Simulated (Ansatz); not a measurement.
Crystal: Al3Ni2.

```
Ni Al
1.0
     3.99420    0.00000    0.00000
    -1.99710    3.45907    0.00000
     0.00000    0.00000    4.88086
Ni Al
2 3
Direct
  0.66667 0.33333 0.85343
  0.33333 0.66667 0.14657
  0.66667 0.33333 0.35192
  0.33333 0.66667 0.64808
  0.00000 0.00000 0.00000
```

The cell comes from a database or a generator and needn't be the stable form of this composition.

| Item | Value |
| --- | --- |
| Program | Ansatz 0.2.0 |
| Task | relaxation of cell and atoms |
| Functional | PBEsol |
| Dispersion | D3(BJ) |
| Potentials or basis | Ansatz PAW |
| Cutoff | 420 eV (not typed: the program's choice for these potentials) |
| k mesh | 8 × 8 × 6 |
| Occupations | fermi-dirac, width 0.05 eV |
| Spin | collinear spin, ferromagnetic start |
| Starting moments | [1.0, 1.0, 0.0, 0.0, 0.0] μB |

At the start: volume 13.49 Å³/atom.

Problem. How do energy, volume and symmetry change on relaxing?

Solution. It ends after 5 steps and the volume is 13.08 Å³/atom (-3.0 %); space group P-3m1 (No. 164, to 0.05 Å); moment 0.00 μB per cell.

The path:
| step | energy change (eV) | largest force (eV/Å) | volume (Å³) |
| --- | --- | --- | --- |
| 1 | 0.0000 | 0.0437 | 67.44 |
| 2 | -0.0255 | 0.0307 | 66.13 |
| 3 | -0.0296 | 0.0067 | 65.36 |
| 4 | -0.0296 | 0.0032 | 65.40 |
| 5 | -0.0290 | 0.0033 | 65.40 |

Final structure:
```
Ni Al
1.0
     3.95514    0.00000    0.00000
    -1.97757    3.42525    0.00000
     0.00000    0.00000    4.82777
Ni Al
2 3
Direct
  0.66667 0.33333 0.85395
  0.33333 0.66667 0.14605
  0.66667 0.33333 0.35302
  0.33333 0.66667 0.64698
  0.00000 0.00000 0.00000
```

Caveat: the plane-wave basis is chosen anew once the cell has moved, so the energies of steps on either side of that aren't comparable; pairwise dispersion overbinds metals, which lowers pressure and volume; the PAW data sets come from PBE, with cores solved anew for the run's functional, which leaves a small shift of forces and pressure; the starting moments weren't kept.
